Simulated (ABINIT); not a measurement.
# MoP (P-6m2) in ABINIT: convergence with pawecutdg

Aim: find how far pawecutdg must go before the results for MoP settle, at PBE. This setting moves, with any that are tied to it; all else stays.

Everything below comes from runs of ABINIT 10.8.3 (patched build). Logs are shortened: lines on timing, memory, paths and dates and some standing lists are left out, and cuts for length are marked. The log counts tension as positive stress, the text compression.

### 1 The structure

It takes space group P-6m2 (No. 187, hexagonal). The conventional cell has a = 3.223 Å, b = 3.223 Å, c = 3.191 Å, α = 90.00°, β = 90.00°, γ = 120.00°. Around Mo (site symmetry -6m2) lie 6 P at 2.45 Å. P (site symmetry -6m2) is surrounded by 6 Mo at 2.45 Å.

### 2 With pawecutdg 20 Ha

File run.abi:

```
# Pseudopotentials
pp_dirpath "./"
pseudos "Mo.GGA_PBE-JTH.xml, P.GGA_PBE-JTH.xml"

# Structure
acell 3*1.0 Angstrom
rprim
     3.2230000000     0.0000000000     0.0000000000
    -1.6115000000     2.7911998764     0.0000000000
     0.0000000000     0.0000000000     3.1910000000
ntypat 2
znucl 42 15
natom 2
typat 1 2
xcart
     0.0000000000     0.0000000000     0.0000000000
    -0.0000000003     3.5164022172     3.0150580318

# Plane-wave basis
ecut 20.0
pawecutdg 20.0
pawxcdev 0

# k points
kptopt 1
ngkpt 10 10 8
nshiftk 1
shiftk 0.0 0.0 0.0

# Exchange and correlation
ixc 11

# Bands and occupations
nband 14
occopt 6
tsmear 0.05 eV

# SCF cycle
nstep 100
tolvrs 1.0e-9

# Output
iomode 3
prtwf 0
prtden 0
prteig 0
prtebands 0
```

Potentials or basis: JTH PAW PBE v2.0.

On the command line:

```bash
abinit run.abi > log 2>&1
```

Wall time 25 s (1 thread of Arm Neoverse V1, shared host); peak memory 0.11 GiB.

It converged, with:

| Quantity | Value |
| --- | --- |
| Free energy | -2056.1246 eV |
| Pressure | 2.8 GPa |
| Band gap on the k mesh | none (metal or under the smearing width) |
| Valence electrons inside the program's atomic spheres | Mo 11.35; P 1.62 |

### 3 With pawecutdg 20.6

Changes to run.abi since step 2:

```diff
@@ -20,3 +20,3 @@
 ecut 20.0
-pawecutdg 20.0
+pawecutdg 20.6
 pawxcdev 0
```

Potentials or basis: JTH PAW PBE v2.0.

On the command line:

```bash
abinit run.abi > log 2>&1
```

Run time: 24 s. Hardware: 1 thread of Arm Neoverse V1, shared host; peak memory 0.1 GiB.

Results (log left out):

```
Free energy                                           : -2056.1246 eV
Pressure                                              : 2.8 GPa
Band gap on the k mesh                                : none (metal or under the smearing width)
Valence electrons inside the program's atomic spheres : Mo 11.35; P 1.62
```

### 4 With pawecutdg 24

Changes to run.abi since step 3:

```diff
@@ -20,3 +20,3 @@
 ecut 20.0
-pawecutdg 20.6
+pawecutdg 24.0
 pawxcdev 0
```

On the command line:

```bash
abinit run.abi > log 2>&1
```

It took 25 s on 1 thread of Arm Neoverse V1, shared host; peak memory 0.11 GiB.

Results (log left out):

* Free energy: -2056.1248 eV
* Pressure: 2.8 GPa
* Band gap on the k mesh: none (metal or under the smearing width)
* Valence electrons inside the program's atomic spheres: Mo 11.37; P 1.59

### 5 With pawecutdg 30

Changes to run.abi since step 4:

```diff
@@ -20,3 +20,3 @@
 ecut 20.0
-pawecutdg 24.0
+pawecutdg 30.0
 pawxcdev 0
```

On the command line:

```bash
abinit run.abi > log 2>&1
```

It took 25 s on 1 thread of Arm Neoverse V1, shared host; peak memory 0.11 GiB.

It converged, with:

```
Free energy                                           : -2056.1250 eV
Pressure                                              : 2.8 GPa
Band gap on the k mesh                                : none (metal or under the smearing width)
Valence electrons inside the program's atomic spheres : Mo 11.39; P 1.61
```

### 6 With pawecutdg 36

Changes to run.abi since step 5:

```diff
@@ -20,3 +20,3 @@
 ecut 20.0
-pawecutdg 30.0
+pawecutdg 36.0
 pawxcdev 0
```

Potentials or basis: JTH PAW PBE v2.0.

On the command line:

```bash
abinit run.abi > log 2>&1
```

It took 25 s on 1 thread of Arm Neoverse V1, shared host; peak memory 0.11 GiB.

The run converged. Its results:

```yaml
Free_energy: -2056.1251 eV
Pressure: 2.8 GPa
Band_gap_on_the_k_mesh: none (metal or under the smearing width)
Valence_electrons_inside_the_program's_atomic_spheres: Mo 11.34; P 1.59
```

### 7 With pawecutdg 44

Changes to run.abi since step 6:

```diff
@@ -20,3 +20,3 @@
 ecut 20.0
-pawecutdg 36.0
+pawecutdg 44.0
 pawxcdev 0
```

On the command line:

```bash
abinit run.abi > log 2>&1
```

Run time: 25 s. Hardware: 1 thread of Arm Neoverse V1, shared host; peak memory 0.12 GiB.

It converged, with:

* Free energy: -2056.1251 eV
* Pressure: 2.8 GPa
* Band gap on the k mesh: none (metal or under the smearing width)
* Valence electrons inside the program's atomic spheres: Mo 11.38; P 1.61

### 8 With pawecutdg 54

Changes to run.abi since step 7:

```diff
@@ -20,3 +20,3 @@
 ecut 20.0
-pawecutdg 44.0
+pawecutdg 54.0
 pawxcdev 0
```

On the command line:

```bash
abinit run.abi > log 2>&1
```

Run time: 26 s. Hardware: 1 thread of Arm Neoverse V1, shared host; peak memory 0.12 GiB.

Results (log left out):

| Property | Result |
| --- | --- |
| Free energy | -2056.1251 eV |
| Pressure | 2.8 GPa |
| Band gap on the k mesh | none (metal or under the smearing width) |
| Valence electrons inside the program's atomic spheres | Mo 11.36; P 1.62 |

### 9 With pawecutdg 66

Changes to run.abi since step 8:

```diff
@@ -20,3 +20,3 @@
 ecut 20.0
-pawecutdg 54.0
+pawecutdg 66.0
 pawxcdev 0
```

Potentials or basis: JTH PAW PBE v2.0.

On the command line:

```bash
abinit run.abi > log 2>&1
```

run.abo:

```text
.Version 10.8.3 of ABINIT
 Symmetries : space group P-6 m 2 (#187); Bravais hP (primitive hexag.)
================================================================================
 Values of the parameters that define the memory need of the present run
     intxc =       0    ionmov =       0      iscf =      17    lmnmax =      18
     lnmax =       6     mgfft =      27  mpssoang =       3    mqgrid =    3001
     natom =       2  nloc_mem =       2    nspden =       1   nspinor =       1
    nsppol =       1      nsym =      12    n1xccc =       1    ntypat =       2
    occopt =       6   xclevel =       2
       mpw =         839          nfft =       19683          nkpt =          70
 PAW method is used; the additional fine FFT grid is defined by:
   mgfftf=        48    nfftf =    110592
================================================================================
================================================================================

--------------------------------------------------------------------------------
------------- Echo of variables that govern the present computation ------------
--------------------------------------------------------------------------------
 -outvars: echo values of preprocessed input variables --------
            acell      1.8897261259E+00  1.8897261259E+00  1.8897261259E+00 Bohr
              amu      9.59400000E+01  3.09737620E+01
             ecut      2.00000000E+01 Hartree
                       outvar_i_n : Printing only first  50 k-points.
              ixc          11
                       outvar_i_n : Printing only first  50 k-points.
         kptrlatt       10    0    0      0   10    0      0    0    8
          kptrlen      4.82409285E+01
            natom           2
            nband          14
            ngfft          27      27      27
          ngfftdg          48      48      48
             nkpt          70
            nstep         100
             nsym          12
           ntypat           2
                       prtocc : prtvol=0, do not print more k-points.
           occopt           6
        pawecutdg      6.60000000E+01 Hartree
         pawxcdev           0
           prtden           0
        prtebands           0
           prteig           0
            prtwf           0
            rprim      3.2230000000E+00  0.0000000000E+00  0.0000000000E+00
                      -1.6115000000E+00  2.7911998764E+00  0.0000000000E+00
                       0.0000000000E+00  0.0000000000E+00  3.1910000000E+00
          spgroup         187
           tolvrs      1.00000000E-09
           tsmear      1.83746611E-03 Hartree
            typat      1  2
           useylm           1
                       outvars : Printing only first  50 k-points.
           xangst      0.0000000000E+00  0.0000000000E+00  0.0000000000E+00
                      -5.9637480139E-17  1.8607999176E+00  1.5955000000E+00
            xcart      0.0000000000E+00  0.0000000000E+00  0.0000000000E+00
                      -1.1269850430E-16  3.5164022194E+00  3.0150580339E+00
             xred      0.0000000000E+00  0.0000000000E+00  0.0000000000E+00
                       3.3333333333E-01  6.6666666667E-01  5.0000000000E-01
            znucl       42.00000   15.00000

================================================================================

 chkinp: Checking input parameters for consistency.

================================================================================
== DATASET  1 ==================================================================

[... 125 lines left out ...]

 cartesian forces (hartree/bohr) at end:
    1      0.00000000000000    -0.00000000000000    -0.00000000000000
    2     -0.00000000000000     0.00000000000000    -0.00000000000000
 frms,max,avg= 7.3683240E-30 1.1052486E-29   0.000E+00  0.000E+00  0.000E+00 h/b

 cartesian forces (eV/Angstrom) at end:
    1      0.00000000000000    -0.00000000000000    -0.00000000000000
    2     -0.00000000000000     0.00000000000000    -0.00000000000000
 frms,max,avg= 3.7889445E-28 5.6834168E-28   0.000E+00  0.000E+00  0.000E+00 e/A
 length scales=  1.889726125908  1.889726125908  1.889726125908 bohr
              =  1.000000000000  1.000000000000  1.000000000000 angstroms
 Fermi (or HOMO) energy (hartree) =   0.48348   Average Vxc (hartree)=  -0.45010
 Eigenvalues (hartree) for nkpt=  70  k points:
 kpt#   1, nband= 14, wtk=  0.00125, kpt=  0.0000  0.0000  0.0000 (reduced coord)
  -1.76612   -0.81633   -0.80816   -0.80816   -0.02886    0.33007    0.36228    0.36228
   0.45708    0.49362    0.49362    0.63524    0.63524    0.68805
      occupation numbers for kpt#   1
   2.00000    2.00000    2.00000    2.00000    2.00000    2.00000    2.00000    2.00000
   2.00000   -0.00000   -0.00000    0.00000    0.00000    0.00000
 prteigrs : prtvol=0 or 1, do not print more k-points.

--- !EnergyTerms
iteration_state     : {dtset: 1, }
comment             : Components of total free energy in Hartree
kinetic             :  1.24363693533910E+01
hartree             :  1.38520390239901E+01
xc                  : -6.20105183465760E+00
Ewald energy        : -6.32088257456194E+01
psp_core            :  2.76107467769191E+00
local_psp           : -4.55447738443963E+01
PAW spherical_terms :  1.03439571237232E+01
internal            : -7.55612112458772E+01
'-kT*entropy'       :  2.42471079374272E-06
total_energy        : -7.55612088211664E+01
total_energy_eV     : -2.05612523844599E+03
...

--- !EnergyTermsDC
iteration_state     : {dtset: 1, }
comment             : '"Double-counting" decomposition of free energy'
band_energy         : -5.17280808112771E+00
Ewald energy        : -6.32088257456194E+01
psp_core            :  2.76107467769191E+00
xc_dc               : -1.24913492241659E+01
PAW spherical_terms :  2.55070214175628E+00
internal            : -7.55612062314649E+01
'-kT*entropy'       :  2.42471079374272E-06
total_energy_dc     : -7.55612038067541E+01
total_energy_dc_eV  : -2.05612510199687E+03
...

--- !EnergyTermsWithPAWCore
iteration_state     : {dtset: 1, }
comment             : 'Components of total free energy, including PAW core contributions'
Total energy        : -4.39116882502368E+03
Total energy DC     : -4.39116882000927E+03
Total energy (eV)   : -1.19489790969030E+05
Total energy DC (eV): -1.19489790832581E+05
...

 Cartesian components of stress tensor (hartree/bohr^3)
  sigma(1 1)= -1.02583374E-04  sigma(3 2)=  0.00000000E+00
  sigma(2 2)= -1.02583374E-04  sigma(3 1)=  0.00000000E+00
  sigma(3 3)= -7.77259889E-05  sigma(2 1)=  0.00000000E+00

-Cartesian components of stress tensor (GPa)         [Pressure=  2.7743E+00 GPa]
- sigma(1 1)= -3.01810707E+00  sigma(3 2)=  0.00000000E+00
- sigma(2 2)= -3.01810707E+00  sigma(3 1)=  0.00000000E+00
- sigma(3 3)= -2.28677754E+00  sigma(2 1)=  0.00000000E+00

== END DATASET(S) ==============================================================
================================================================================

 -outvars: echo values of variables after computation  --------
            acell      1.8897261259E+00  1.8897261259E+00  1.8897261259E+00 Bohr
           etotal     -7.5561203807E+01
            fcart      1.1052485946E-29 -6.3811557362E-30 -0.0000000000E+00
                      -1.1052485946E-29  6.3811557362E-30 -0.0000000000E+00
            rprim      3.2230000000E+00  0.0000000000E+00  0.0000000000E+00
                      -1.6115000000E+00  2.7911998764E+00  0.0000000000E+00
                       0.0000000000E+00  0.0000000000E+00  3.1910000000E+00
           strten     -1.0258337409E-04 -1.0258337412E-04 -7.7725988883E-05
                       0.0000000000E+00  0.0000000000E+00  0.0000000000E+00
           xangst      0.0000000000E+00  0.0000000000E+00  0.0000000000E+00
                      -5.9637480139E-17  1.8607999176E+00  1.5955000000E+00
             xred      0.0000000000E+00  0.0000000000E+00  0.0000000000E+00
                       3.3333333333E-01  6.6666666667E-01  5.0000000000E-01
 Calculation completed.
```

Run time: 25 s. Hardware: 1 thread of Arm Neoverse V1, shared host; peak memory 0.13 GiB.

Results:

* Free energy: -2056.1251 eV
* Pressure: 2.8 GPa
* Band gap on the k mesh: none (metal or under the smearing width)
* Valence electrons inside the program's atomic spheres: Mo 11.37; P 1.62

### 10 The series at a glance

```
pawecutdg  energy less the tightest run (meV/atom)  SCF cycles  CPU time (s)  peak memory (GiB)
    20 Ha                                     0.23          10            25               0.11
     20.6                                     0.23          10            24                0.1
       24                                     0.14          10            25               0.11
       30                                     0.08          10            25               0.11
       36                                     0.01          10            25               0.11
       44                                     0.02          10            25               0.12
       54                                     0.02          10            26               0.12
       66                                     0.00          10            25               0.13
```

Against the tightest run, the energy stays within 1 meV/atom from 20 Ha on. The tightest run that finished is the yardstick and may itself not be fully converged.
